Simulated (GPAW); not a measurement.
Write an ASE script for GPAW 26.7.0 that does the following.

```
Task                : phonons
Functional          : BEEF-vdW
Potentials or basis : GPAW PAW data sets (gpaw-data 1.2.1)
Cutoff              : 680 eV
Basis               : pw
k mesh              : 4 × 4 × 6
Occupations         : fermi-dirac, width 0.05 eV
Spin                : no spin polarisation
Maxiter             : 150
Convergence         : density=1e-06 eigenstates=1e-09
Supercell           : 1 × 1 × 1
Supercell k mesh    : 4 × 4 × 6
Displacement        : 0.01
Relaxed first       : ions
```

The structure of SnO2 (Cassiterite) lies in SnO2.cif:

```cif
data_SnO2
_cell_length_a 4.73800000
_cell_length_b 4.73800000
_cell_length_c 3.18650000
_cell_angle_alpha 90.00000000
_cell_angle_beta 90.00000000
_cell_angle_gamma 90.00000000
_space_group_name_H-M_alt 'P4_2/mnm'
_space_group_name_Hall '-P 4n 2n'
_space_group_IT_number 136
loop_
_space_group_symop_operation_xyz
'x,y,z'
'-x,-y,-z'
'-y+1/2,x+1/2,z+1/2'
'y+1/2,-x+1/2,-z+1/2'
'-x,-y,z'
'x,y,-z'
'y+1/2,-x+1/2,z+1/2'
'-y+1/2,x+1/2,-z+1/2'
'x+1/2,-y+1/2,-z+1/2'
'-x+1/2,y+1/2,z+1/2'
'-y,-x,-z'
'y,x,z'
'-x+1/2,y+1/2,-z+1/2'
'x+1/2,-y+1/2,z+1/2'
'y,x,-z'
'-y,-x,z'
loop_
_atom_site_label
_atom_site_type_symbol
_atom_site_symmetry_multiplicity
_atom_site_Wyckoff_symbol
_atom_site_fract_x
_atom_site_fract_y
_atom_site_fract_z
_atom_site_occupancy
Sn1 Sn 2 a 0.5000000000 0.5000000000 0.5000000000 1
O1 O 4 f 0.8071000000 0.1929000000 0.5000000000 1
```

The input as run:

run.py

```python
import json
import numpy as np
from ase import Atoms
from ase.constraints import FixSymmetry
from ase.io import read, write
from ase.optimize import BFGS
from phonopy import Phonopy
from phonopy.structure.atoms import PhonopyAtoms
from gpaw import GPAW, PW

atoms = read('SnO2.cif')

calc = GPAW(mode=PW(680),
            xc={'name': 'BEEF-vdW', 'backend': 'libvdwxc'},
            kpts={'size': (4, 4, 6), 'gamma': True},
            occupations={'name': 'fermi-dirac', 'width': 0.05},
            nbands=43,
            convergence={'density': 1e-06, 'eigenstates': 1e-09},
            maxiter=150,
            txt='gpaw.txt')
atoms.calc = calc
atoms.set_constraint(FixSymmetry(atoms))
BFGS(atoms, trajectory='relax.traj', logfile='-').run(fmax=0.005, steps=40)
atoms.set_constraint()
energy = atoms.get_potential_energy()
forces = atoms.get_forces()
calc.write('gs.gpw')
write('result.traj', atoms)
print('Cell:', atoms.cell.cellpar().round(4))
print(atoms.get_scaled_positions().round(5))

def force_constants(scale):
    unit = PhonopyAtoms(symbols=atoms.get_chemical_symbols(), cell=atoms.cell[:] * scale**(1 / 3),
                        scaled_positions=atoms.get_scaled_positions())
    ph = Phonopy(unit, supercell_matrix=np.diag([1, 1, 1]), primitive_matrix=np.eye(3), symprec=1e-4)
    ph.generate_displacements(distance=0.01)
    forces = []
    for i, sc in enumerate(ph.supercells_with_displacements):
        a = Atoms(sc.symbols, cell=sc.cell, scaled_positions=sc.scaled_positions, pbc=True)
        c = GPAW(mode=PW(680),
                 xc={'name': 'BEEF-vdW', 'backend': 'libvdwxc'},
                 kpts={'size': (4, 4, 6), 'gamma': True},
                 occupations={'name': 'fermi-dirac', 'width': 0.05},
                 nbands=43,
                 convergence={'density': 1e-06, 'eigenstates': 1e-09},
                 maxiter=150,
                 txt=f'disp-{scale:.3f}-{i:02d}.txt')
        a.calc = c
        f = a.get_forces()
        forces.append(f - f.mean(axis=0))
        print(f'displacement {i}: drift', f.mean(axis=0).round(5), flush=True)
    ph.forces = forces
    ph.produce_force_constants()
    ph.symmetrize_force_constants()
    return ph

qpoints = [[0.0, 0.0, 0.0]]
results = {}
for scale in [1.0]:
    ph = force_constants(scale)
    ph.run_qpoints(qpoints)
    nu = ph.qpoints.frequencies * 33.35641  # THz to cm^-1
    results[f'{scale:.3f}'] = nu.tolist()
    for qp, f in zip(qpoints, nu):
        print(scale, np.round(qp, 4), f.round(2))
json.dump(results, open('phonons.json', 'w'))
```

Potentials or basis: GPAW PAW data sets (gpaw-data 1.2.1), pw.

Command:

```sh
$ OMP_NUM_THREADS=1 python run.py
```

It gave:

- Band gap on the k mesh: 1.47 eV, direct
- Highest phonon frequency at Γ, LO-TO splitting left out: 776 cm⁻¹

Caveat: the LO-TO splitting is left out; spin-orbit coupling is left out, which moves the levels of the heavy elements.

It took 10 min on 1 thread of Arm Neoverse V1 (shared host), peak memory 0.74 GiB.
